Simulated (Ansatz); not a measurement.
# C_N in AlN (P6_3mc): convergence with the plane-wave cutoff

Aim: the (0/−1) level of C_N in AlN (P6_3mc) as a function of the plane-wave cutoff, with the cost of each choice. The model is a cell of 128 host atoms with 1 N taken out and 1 C put in; the atoms are relaxed once and then held.

Program: Ansatz 0.2.0. Level of theory: plane-wave PAW DFT; relaxations with PBEsol, then single points with PBEsol, on supercells at fixed charge in a uniform background. Results are calculated unless marked as measured.

This is a report of a sequence of runs, with most program output left out.

## (1) The structure

The cell holds 128 atoms: 64 Al, 63 N and 1 C. Its edges and angles: a = 14.686 Å, b = 14.686 Å, c = 11.753 Å, α = 125.1°, β = 125.1°, γ = 94.5°. It derives from AlN (space group P6_3mc). Nearest the centre at fractional (0.554, 0.637, 0.750): C121 at 0.00 Å, Al55 at 1.89 Å, Al102 at 1.89 Å, Al117 at 1.89 Å, Al51 at 1.90 Å, N109 at 3.07 Å, N32 at 3.07 Å, N112 at 3.07 Å. The cell carries charge −1.

The host's dielectric constants go in as inputs: (4.50, 4.50, 4.73) for the electrons alone, (8.20, 8.20, 9.74) with the ions, computed on the host (DFPT, PBEsol).

The cell's shortest repeat is 11.8 Å.

## (2) Relaxing both charge states, PBEsol

The study needs fixed structures, so each charge is relaxed once, at one point at (¼, ¼, ¼), from small random displacements that break the symmetry of the site.

Contents of qm1.relax/input.yaml:

```yaml
crystal:
  lattice:
    - [-4.67041106, 2.69646303, 4.9836768]
    - [4.67041106, -2.69646303, 4.9836768]
    - [1.55680365, 2.69646308, -4.9836768]
  atoms:
    - { symbol: Al, position: [0.416184, 0.08285, 0.0] }
    - { symbol: Al, position: [0.416184, 0.58285, 0.5] }
    - { symbol: Al, position: [0.916184, 0.08285, 0.5] }
    - { symbol: Al, position: [0.916184, 0.58285, 0.0] }
    - { symbol: Al, position: [0.33285, 0.166184, 0.5] }
    - { symbol: Al, position: [0.33285, 0.666184, 0.0] }
    - { symbol: Al, position: [0.83285, 0.166184, 0.0] }
    - { symbol: Al, position: [0.83285, 0.666184, 0.5] }
    - { symbol: "N", position: [0.10715, 0.273816, 0.5] }
    - { symbol: "N", position: [0.10715, 0.773816, 0.0] }
    - { symbol: "N", position: [0.60715, 0.273816, 0.0] }
    - { symbol: "N", position: [0.60715, 0.773816, 0.5] }
    - { symbol: "N", position: [0.023816, 0.35715, 0.0] }
    - { symbol: "N", position: [0.023816, 0.85715, 0.5] }
    - { symbol: "N", position: [0.523816, 0.35715, 0.5] }
    - { symbol: "N", position: [0.523816, 0.85715, 0.0] }
  supercell: [2, 2, 2]
  defects: [{ substitution: { at: 120, symbol: C } }]
total_charge: -1
basis:
  ecutwfc: 420
  xc_grid: 2
hamiltonian:
  xc: pbesol
  pseudopotentials: { kind: paw, azcp: { folder: soft_1 }, xc_functional: pbe }
kpoints:
  mp_grid: { grid: [1, 1, 1], shift: [0.25, 0.25, 0.25] }
scf:
  occupations: { method: fixed }
  max_iter: 80
output:
  forces: true
  charged_corrections:
    epsilon: [4.5, 4.5, 4.73]
    static_epsilon: [8.2, 8.2, 9.74]
    defect_position: [0.553575, 0.636908, 0.75]
relax:
  f_tol: 0.015
  max_steps: 60
  random_displacement: { amplitude: 0.04, seed: 3897 }
checkpoint:
  write: "../qm1.relax.run"
  compress: false
  write_wavefunctions: true
  write_every: 100000
```

The run is started by

```sh
ansatz run input.yaml --threads 32 --pin off --max-ram 84787MiB --backend cuda --events-out ev --progress --plain --runs-dir out --max-vram 78GiB
```

The job ended after 5.5 s (1 × NVIDIA GB200 with 32 threads of Arm Neoverse V2, shared host; peak memory 1.6 GiB).

Relaxation path:

```
step  energy less that of the first step (eV)  largest force component (eV/Å)
   1                                   0.0000                          1.7449
   2                                  -1.6307                          0.8976
   3                                  -2.3148                          0.0781
   4                                  -2.3143                          0.0599
   5                                  -2.3156                          0.0086
```

Relaxation step 4 was tried and not accepted.

The atoms that moved most (Å, from the sites as typed, ahead of the random displacement, the mean shift of all atoms taken out):

```
 atom      dx      dy      dz  length
Al114   0.000   0.000  -0.070   0.070
 N127  -0.032   0.019   0.035   0.051
 N112   0.030   0.018   0.030   0.046
 N125  -0.001  -0.035   0.030   0.046
  N94  -0.013   0.008  -0.032   0.035
  N12  -0.009  -0.033  -0.002   0.034
 N108   0.024   0.024  -0.002   0.034
 C121   0.000   0.000   0.034   0.034
```

Neighbours of C121 at the end:

```
 atom  distance (Å)
Al102         1.889
 Al55         1.889
Al117         1.891
 Al51         1.911
Al114         2.976
 N112         3.090
 N125         3.090
 N127         3.096
 N109         3.130
  N32         3.130
  N94         3.135
 N107         3.145
  N90         3.145
  N59         3.147
 N108         3.147
 N106         3.147
```

```
charge  moment set (μB)  steps  largest displacement (Å)   time
    −1                0      5                      0.07  5.5 s
     0                1      9                      0.08   13 s
```

The relaxation ends 18 meV an atom lower than the displaced start, with a largest force component of 0.0086 eV/Å.

## (3) First setting: 250 eV

Total energies converge slowly with the cutoff, but a level is a difference between cells with the same atoms, so much of the error should cancel. The host is run again at each cutoff.

Contents of qm1.e250/input.yaml:

```yaml
crystal:
  checkpoint: "../qm1.relax.run"
  host: checkpoint
total_charge: -1
basis:
  ecutwfc: 250
  xc_grid: 2
hamiltonian:
  xc: pbesol
  pseudopotentials: { kind: paw, azcp: { folder: soft_1 }, xc_functional: pbe }
kpoints:
  mp_grid: { grid: [1, 1, 1], shift: [0.25, 0.25, 0.25] }
scf:
  occupations: { method: fixed }
  max_iter: 80
output:
  forces: true
  charged_corrections:
    epsilon: [4.5, 4.5, 4.73]
    static_epsilon: [8.2, 8.2, 9.74]
    defect_position: [0.553575, 0.636908, 0.75]
  eigenvalues: true
checkpoint:
  write: "../qm1.e250.run"
  compress: false
  write_wavefunctions: false
  write_every: 100000
```

It took 1.5 s on 1 × NVIDIA GB200 with 32 threads; peak memory 1.3 GiB; 3.8 s of CPU time.

Both charges and the host at this setting go to place-levels, which corrects for the image charge and aligns the potentials.

Contents of levels.e250.yaml:

```yaml
host:
  run: host.e250.run
states: [qm1.e250.run, q0_M1.e250.run]
geometry_from:
  qm1.e250.run: qm1.relax.run
  q0_M1.e250.run: q0_M1.relax.run
  host.e250.run: host.relax.run
```

The run is started by

```sh
ansatz place-levels levels.e250.yaml -- --threads 32 --pin off --max-ram 84787MiB
```

Run time: 0.19 s. Hardware: 32 threads.

At this setting the gap is 3.970 eV and (0/−1) lies 0.924 eV above the valence top.

## (4) The other settings

In the defect's inputs only the studied keys change. The next input; the others follow the same pattern (350 eV, 420 eV, 500 eV, 600 eV and 750 eV):

qm1.e300/input.yaml, as its differences from qm1.e250/input.yaml of step 3:

```diff
@@ -5,3 +5,3 @@
 basis:
-  ecutwfc: 250
+  ecutwfc: 300
   xc_grid: 2
@@ -23,3 +23,3 @@
 checkpoint:
-  write: "../qm1.e250.run"
+  write: "../qm1.e300.run"
   compress: false
```

## (5) Result against cost

Times of the states on 1 × NVIDIA GB200 with 32 threads of Arm Neoverse V2, shared host; the host is run again at each setting:

```
plane-wave cutoff  gap (eV)  (0/−1) above the valence top (eV)  under the conduction bottom (eV)  level less that at 750 eV (meV)  time, both charge states  time, host and placing  peak memory of a state (GiB)
           250 eV     3.970                              0.924                             3.046                               20                     3.5 s                   2.5 s                           1.3
           300 eV     4.069                              0.914                             3.155                               10                     3.8 s                   2.5 s                           1.2
           350 eV     4.094                              0.907                             3.188                                3                     4.1 s                   2.9 s                           1.3
           420 eV     4.098                              0.903                             3.195                                0                     4.8 s                   2.5 s                           1.4
           500 eV     4.099                              0.904                             3.195                                0                     5.3 s                   2.8 s                           1.5
           600 eV     4.099                              0.904                             3.195                                0                     5.7 s                   3.2 s                           1.5
           750 eV     4.099                              0.904                             3.195                                0                     7.1 s                    40 s                           2.0
```

## (6) What came out

| Item | Value |
| --- | --- |
| (0/minus 1) level, 250 eV | 0.92 eV |
| (0/minus 1) level, 300 eV | 0.91 eV |
| (0/minus 1) level, 350 eV | 0.91 eV |
| (0/minus 1) level, 420 eV | 0.90 eV |
| (0/minus 1) level, 500 eV | 0.90 eV |
| (0/minus 1) level, 600 eV | 0.90 eV |
| (0/minus 1) level, 750 eV | 0.90 eV |

In words: Over the settings in the table the level spans 0.021 eV; from 350 eV on, both the level and its depth under the conduction bottom lie within 0.02 eV of the reference (750 eV, 0.90 eV). The gap is off most at 250 eV, which moves it by 0.13 eV, and the level's depth under the conduction bottom by 0.15 eV. The largest miss of the level above the valence top is 20 meV, with 250 eV. The total energy of the charged cell falls by 56.1 eV over the same range, so nearly all of the basis error cancels in the level. Cell and atoms were held and forces were not judged; the files' recommended cutoff is 420 eV. Only the charges −1 and 0 were run, each from one start, so (0/−1) need not be a change between stable states. The host ran in cells of different size at different settings, so its times don't compare. Keep in mind: one k-point off the zone centre stands for the whole zone; PBEsol makes the gap too small and tends to spread out bound carriers.

[Logs are printed without paths, hosts, clocks, repeated set-up lines and the standing remarks that a program may print on its own settings, such as how far it seeks lower states.]

[Hosts, paths, dates, database ids (printed as entryN), source tags and the programs' standing remarks are cut or masked in the printed files.]

[Where a table of states has a column of steps, it counts the stored structures, which are thinned; the runs took as many ionic steps or more.]

[For some hosts the program warned that the k-mesh of the response run may be too coarse for force constants and the static dielectric constant; such warnings are not shown here.]
